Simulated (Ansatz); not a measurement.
Molecular dynamics on a 2×2×2 supercell (16 atoms) of InP (rocksalt), relaxed with r2SCAN. Forces come from PBE in the plane-wave code Ansatz: a Nosé-Hoover thermostat at fixed volume, 300 K, steps of 3 fs. Computed, non-magnetic; the trajectory is short and the cell small, so nothing here is a converged average. The structure comes from a prototype and may be hypothetical.

```yaml
crystal:
  lattice:
    - [0.0, 5.4907261459, 5.4907261459]
    - [5.4907261459, 0.0, 5.4907261459]
    - [5.4907261459, 5.4907261459, 0.0]
  atoms:
    - { symbol: In, position: [0.0, 0.0, 0.0] }
    - { symbol: P, position: [0.25, 0.25, 0.25] }
    - { symbol: In, position: [0.0, 0.0, 0.5] }
    - { symbol: P, position: [0.25, 0.25, 0.75] }
    - { symbol: In, position: [0.0, 0.5, 0.0] }
    - { symbol: P, position: [0.25, 0.75, 0.25] }
    - { symbol: In, position: [0.0, 0.5, 0.5] }
    - { symbol: P, position: [0.25, 0.75, 0.75] }
    - { symbol: In, position: [0.5, 0.0, 0.0] }
    - { symbol: P, position: [0.75, 0.25, 0.25] }
    - { symbol: In, position: [0.5, 0.0, 0.5] }
    - { symbol: P, position: [0.75, 0.25, 0.75] }
    - { symbol: In, position: [0.5, 0.5, 0.0] }
    - { symbol: P, position: [0.75, 0.75, 0.25] }
    - { symbol: In, position: [0.5, 0.5, 0.5] }
    - { symbol: P, position: [0.75, 0.75, 0.75] }
kpoints:
  mp_grid: { grid: [2, 2, 2] }
hamiltonian:
  xc: pbe
scf:
  occupations: { method: fermi_dirac, width: 0.026 }
md:
  ensemble: nvt_nose_hoover
  temperature: 300
  timestep: 3.0
  n_steps: 20
  initial_velocities: maxwell_boltzmann
  seed: 2839
```

Command: `ansatz run input.yaml --threads 4 --pin off --max-ram 3686MiB --backend cpu --events-out ev --progress --plain --runs-dir out`. Wall time 60 s on 4 threads of Arm Neoverse V1, on a shared host, load about 1.0 per core; peak host memory 1.2 GiB.

Problem. How do temperature and energy develop?

Solution. The temperature starts at 300 K, is lowest at step 11 (196 K, 33 fs) and ends at 293 K. The atoms start on their lattice sites with kinetic energy alone, so much of it first passes into potential energy. By the last step the atoms have moved 0.18 Å in the root mean square, the drift of the whole cell taken out, 0.32 Å at most.
```
step  t (fs)  T (K)  free energy F from step 0 (meV/atom)  kinetic energy (meV/atom)  largest force (eV/Å)
   0       0    300                                   0.0                       36.4                  0.00
   1       3    298                                   0.2                       36.1                  0.11
   2       6    293                                   0.9                       35.5                  0.21
   3       9    284                                   1.9                       34.5                  0.31
   4      12    273                                   3.3                       33.1                  0.40
   5      15    260                                   4.8                       31.5                  0.48
   6      18    246                                   6.6                       29.8                  0.55
   7      21    232                                   8.3                       28.1                  0.61
   8      24    219                                   9.9                       26.5                  0.66
   9      27    208                                  11.3                       25.2                  0.71
  10      30    200                                  12.3                       24.3                  0.75
  11      33    196                                  12.9                       23.8                  0.78
  12      36    197                                  12.9                       23.8                  0.80
  13      39    202                                  12.4                       24.5                  0.80
  14      42    211                                  11.4                       25.6                  0.79
  15      45    225                                   9.9                       27.2                  0.80
  16      48    240                                   8.2                       29.1                  0.80
  17      51    257                                   6.3                       31.1                  0.79
  18      54    272                                   4.7                       33.0                  0.76
  19      57    285                                   3.4                       34.5                  0.72
  20      60    293                                   2.6                       35.5                  0.66
```

Positions (Å) and forces (eV/Å) at step 20:
```
In   0.035  -0.004  -0.075     0.253  -0.132   0.295
P    2.870   2.772   2.771     0.113   0.084   0.149
In   2.715   2.828   0.029     0.281  -0.076  -0.041
P    5.347   5.438   2.710     0.124  -0.094  -0.081
In   2.820   0.075   2.699    -0.329  -0.451  -0.034
P    5.240   2.731   5.701    -0.054   0.142  -0.290
In   5.462   2.723   2.897    -0.377   0.011  -0.295
P    8.267   5.380   5.381     0.099  -0.031   0.030
In   0.006   2.654   2.705    -0.054   0.014   0.382
P    2.759   5.782   5.559    -0.096  -0.319  -0.019
In   2.705   5.443   2.739     0.152   0.438   0.131
P    5.615   8.174   5.247    -0.106   0.189   0.163
In   2.668   2.766   5.524     0.039   0.131   0.186
P    5.497   5.461   8.200     0.164   0.011   0.033
In   5.653   5.464   5.459    -0.642   0.074  -0.109
P    7.954   8.236   8.308     0.432   0.008  -0.501
```
